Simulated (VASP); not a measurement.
Wanted: the native input for a VASP 6.6.1 run.

```yaml
Task: band structure
Functional: PBE0
Potentials_or_basis: VASP PAW PBE potentials, release 64 (Te, Be)
Cutoff: 520 eV
k_mesh: 6 × 6 × 6
Occupations: gaussian, width 0.02 eV
Spin: no spin polarisation
Ladder: gaps
Grid_for_exact_exchange_PRECFOCK: Fast
Exchange_at_q_=_0: truncated
Further_INCAR_settings: ALGO = Normal; EDIFF = 1e-06; NBANDS = 11
```

Crystal: BeTe.

```
CELL_PARAMETERS angstrom
0.00000 2.77000 2.77000
2.77000 0.00000 2.77000
2.77000 2.77000 0.00000
ATOMIC_POSITIONS crystal
Te 0.75000 0.75000 0.75000
Be 0.00000 0.00000 0.00000
```

One way to write it, as run:

POSCAR

```
BeTe
1.0
    0.0000000000      2.7700000000      2.7700000000
    2.7700000000      0.0000000000      2.7700000000
    2.7700000000      2.7700000000      0.0000000000
Te Be
1 1
Direct
    0.7500000000      0.7500000000      0.7500000000
    0.0000000000      0.0000000000      0.0000000000
```

INCAR.step1

```
PREC     = Accurate       # precision mode
ENCUT    = 520            # plane-wave cutoff, eV
EDIFF    = 1E-5           # SCF threshold, eV
ISMEAR   = 0              # smearing method
SIGMA    = 0.02           # smearing width, eV
LREAL    = F              # projectors in reciprocal space
LASPH    = T              # aspherical terms in the spheres
NELM     = 100            # most SCF steps
ALGO     = Normal         # electronic algorithm
ISIF     = 2              # what is computed and relaxed
LWAVE    = T              # write WAVECAR
LCHARG   = F              # write CHGCAR
NBANDS   = 11             # bands
GGA      = PE             # functional
KPAR     = 4
```

INCAR.step2

```
PREC     = Accurate       # precision mode
ENCUT    = 520            # plane-wave cutoff, eV
EDIFF    = 1E-6           # SCF threshold, eV
ISMEAR   = 0              # smearing method
SIGMA    = 0.02           # smearing width, eV
LREAL    = F              # projectors in reciprocal space
LASPH    = T              # aspherical terms in the spheres
NELM     = 100            # most SCF steps
ALGO     = Normal         # electronic algorithm
ISIF     = 2              # what is computed and relaxed
LWAVE    = F              # write WAVECAR
LCHARG   = F              # write CHGCAR
GGA      = PE             # functional
LHFCALC  = T              # exact exchange
AEXX     = 0.25           # exact-exchange fraction
PRECFOCK = Fast         
NBANDS   = 11             # bands
ISTART   = 1            
HFRCUT   = -1           
KPAR     = 4
```

KPOINTS

```
regular mesh
0
Gamma
  6 6 6
```

KPOINTS_OPT

```
path GXWKGLUWLK,UX
12
line-mode
reciprocal
 0.0000000000  0.0000000000  0.0000000000  G
 0.5000000000  0.0000000000  0.5000000000  X

 0.5000000000  0.0000000000  0.5000000000  X
 0.5000000000  0.2500000000  0.7500000000  W

 0.5000000000  0.2500000000  0.7500000000  W
 0.3750000000  0.3750000000  0.7500000000  K

 0.3750000000  0.3750000000  0.7500000000  K
 0.0000000000  0.0000000000  0.0000000000  G

 0.0000000000  0.0000000000  0.0000000000  G
 0.5000000000  0.5000000000  0.5000000000  L

 0.5000000000  0.5000000000  0.5000000000  L
 0.6250000000  0.2500000000  0.6250000000  U

 0.6250000000  0.2500000000  0.6250000000  U
 0.5000000000  0.2500000000  0.7500000000  W

 0.5000000000  0.2500000000  0.7500000000  W
 0.5000000000  0.5000000000  0.5000000000  L

 0.5000000000  0.5000000000  0.5000000000  L
 0.3750000000  0.3750000000  0.7500000000  K

 0.6250000000  0.2500000000  0.6250000000  U
 0.5000000000  0.0000000000  0.5000000000  X
```

Potentials or basis: VASP PAW PBE potentials, release 64 (Te, Be).

The run is started by

```sh
$ cat potpaw_PBE.64/Te/POTCAR potpaw_PBE.64/Be/POTCAR > POTCAR
$ cp INCAR.step1 INCAR
$ mpirun -np 4 vasp_std > vasp.out
$ cp INCAR.step2 INCAR
$ mpirun -np 4 vasp_std > vasp.out
```

It gave:

| Item | Value |
| --- | --- |
| Pressure | 3.1 GPa |
| Band gap on the k mesh | 3.16 eV, indirect (least direct gap 5.10 eV) |
| Band gap along the path | 3.16 eV, indirect (least direct gap 5.10 eV) |

Caveat: the PAW data sets were made with another functional, which shifts forces and pressure a little; spin-orbit coupling is left out, which moves the levels of the heavy elements.

It took 8 min on 4 MPI ranks on Intel(R) Xeon(R) Platinum 8488C (Sapphire Rapids), with other jobs on the host, peak memory 0.26 GiB a rank.
